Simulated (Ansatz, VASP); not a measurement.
This is a calculation of BiS for Ansatz 0.2.0.

input.yaml

```yaml
crystal:
  lattice:
    - [2.0670854526, 1.193432338, 3.50048748]
    - [-2.0670854526, 1.193432338, 3.50048748]
    - [0.0, -2.3868646858, 3.50048748]
  atoms:
    - { symbol: Bi, position: [0.0, 0.0, 0.0] }
    - { symbol: S, position: [0.5, 0.5, 0.5] }
hamiltonian:
  xc: pbe
  pseudopotentials: { kind: paw }
kpoints:
  mp_grid: { grid: [8, 8, 8] }
scf:
  occupations: { method: fermi_dirac, width: 0.05 }
output:
  forces: true
  stress: true
  eigenvalues: true
```

Potentials or basis: Ansatz PAW.

Run with:

```bash
$ ansatz run input.yaml --threads 2 --pin off --max-ram 5632MiB --backend cpu --events-out ev --progress --plain --runs-dir out
```

Task: Translate it to VASP 6.6.1. Potentials there: VASP PAW PBE potentials, release 64 (Bi_d, S).

Result: As run (the cutoff follows the program's own potentials):

File INCAR:

```
  PREC = Accurate
  ENCUT = 520
  EDIFF = 1E-6
  ISMEAR = -1
  SIGMA = 0.05
  LREAL = F
  LASPH = T
  NELM = 80
  ALGO = Normal
  ISIF = 2
  LWAVE = F
  LCHARG = F
  GGA = PE
```

The input KPOINTS:

```
regular mesh
0
Gamma
  8 8 8
```

File POSCAR:

```
BiS
1.0
    2.0670854526      1.1934323380      3.5004874800
   -2.0670854526      1.1934323380      3.5004874800
    0.0000000000     -2.3868646858      3.5004874800
Bi S
1 1
Direct
    0.0000000000      0.0000000000      0.0000000000
    0.5000000000      0.5000000000      0.5000000000
```

Potentials or basis: VASP PAW PBE potentials, release 64 (Bi_d, S).

Launch:

```sh
$ cat potpaw_PBE.64/Bi_d/POTCAR potpaw_PBE.64/S/POTCAR > POTCAR
$ mpirun -np 1 vasp_std > vasp.out
```

Both were run:

|  | VASP | Ansatz | Ansatz less VASP |
| --- | --- | --- | --- |
| gap on the k mesh at the Fermi level (eV) | none | none | - |
| pressure (GPa) | 1.0 | 1.0 | +0.06 |
| largest component of the traceless stress (GPa) | 0.94 | 0.94 | +0.002 |

A gap of «none» marks a metal or a gap that the smearing closes.

Caveats: spin-orbit coupling is left out, which moves the levels of the heavy elements.
